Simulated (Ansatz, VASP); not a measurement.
## Cu in VASP and in Ansatz

```
Cu
1.0
     2.53410    0.00000    0.00000
    -1.26705    2.19459    0.00000
     0.00000    0.00000    4.09201
Cu
2
Direct
  0.33333 0.66667 0.25000
  0.66667 0.33333 0.75000
```

Change from the starting cell: strain -0.0050 x Voigt [0, 0, 1, 0, 0, 0], atoms carried along.

Alike in both runs: task single point; functional LDA; k mesh 21 × 21 × 12; occupations gaussian, width 0.15 eV; no spin polarisation.

```csv
,VASP,Ansatz
version,VASP 6.6.1,Ansatz 0.2.0
potentials or method,"VASP PAW LDA potentials, release 64 (Cu)","scalar-relativistic, plane waves, PAW"
plane-wave cutoff (eV),520,420
valence electrons in the cell,22,38
```

Ansatz gave:

```
gap on the k mesh at the Fermi level (eV)       : none
pressure (GPa)                                  : -7.3
largest component of the traceless stress (GPa) : 2.36
```

Task: Which values does VASP return?

Result: gap on the k mesh at the Fermi level (eV): none; pressure (GPa): -6.6; largest component of the traceless stress (GPa): 2.31.

A gap of «none» marks a metal or a gap that the smearing closes. The two sets of potentials don't hold the same shells in valence.
